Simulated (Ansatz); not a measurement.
# FeCo (Wairauite): the cost of one run

All numbers are computed with Ansatz 0.2.0 through its Python package. Level of theory: DFT PBE, plane waves, PAW.

## Step 1: Starting point

Symmetry: Pm-3m, No. 221, cubic system. Conventional cell: a = 2.857 Å, b = 2.857 Å, c = 2.857 Å, α = 90.00°, β = 90.00°, γ = 90.00°. Around Fe (site symmetry m-3m) lie 8 Co at 2.47 Å. Co (site symmetry m-3m) has 8 Fe at 2.47 Å as nearest neighbours.

The script holds or builds the structure itself.

## Step 2: The code

feco_smear.py reads:

```python
# -*- coding: utf-8 -*-
'''How the energy of FeCo depends on the smearing.'''

from dataclasses import dataclass
import warnings

import ansatz as az
from tabulate import tabulate


@dataclass
class RunConfig:
    k_spacing: float = 0.29


cfg = RunConfig()

warnings.simplefilter('ignore', az.DeckWarning)

system = (
    az.Lattice.of((2.857, 0.0, 0.0), (0.0, 2.857, 0.0), (0.0, 0.0, 2.857))
    .atom('Fe', (0.5, 0.5, 0.5))
    .atom('Co', (0.0, 0.0, 0.0))
    .moments(Fe=3.5, Co=-2.5)
)

model = (
    system.calculation()
    .pseudopotentials('paw')
    .spin(az.SpinTreatment.COLLINEAR)
    .basis(19 * az.Ha)
    .kpoints(spacing=cfg.k_spacing)
    .functional(az.Functional.PBE)
)

rows = []
for value in [0.25, 0.15, 0.1, 0.05, 0.025]:
    rep = model.occupations('methfessel_paxton', width=value).run(threads=1, backend='cpu').report
    rows.append((value, rep['free_energy_ev'] / len(rep['lattice']['sites']), rep['n_iterations'], rep['magnetization_mub'], rep['n_kpoints']))

print(tabulate(rows, headers=['width (eV)', 'F/atom (eV)', 'iterations', 'moment (muB)', 'k-points'], floatfmt='.4f', tablefmt='simple'))

# differences from the last row
for row in rows[:-1]:
    shift = 1000 * (row[1] - rows[-1][1])
    print(f'{row[0]}: {shift:+.2f} meV/atom' + ('  (within 1 meV)' if abs(shift) < 1 else ''))
```

## Step 3: The input behind the calls

The package turns the script's settings into the engine's input (first run):

```yaml
crystal:
  lattice:
    - [2.857, 0.0, 0.0]
    - [0.0, 2.857, 0.0]
    - [0.0, 0.0, 2.857]
  atoms:
    - { symbol: Fe, position: [0.5, 0.5, 0.5] }
    - { symbol: Co, position: [0.0, 0.0, 0.0] }
basis:
  ecutwfc: 517.016338673772
kpoints:
  mp_grid:
    kspacing: 0.29
hamiltonian:
  xc: pbe
  pseudopotentials:
    kind: paw
magnetization:
  spin_polarized: true
  per_species:
    Co: -2.5
    Fe: 3.5
scf:
  occupations:
    method: methfessel_paxton
    width: 0.25
```

## Step 4: Running it

Launch:

```
$ python feco_smear.py
```

What time and memory should one allow on 1 thread of Intel Xeon Platinum 8559C (Emerald Rapids), shared host?

About 23 s, with a peak of 0.45 GiB.
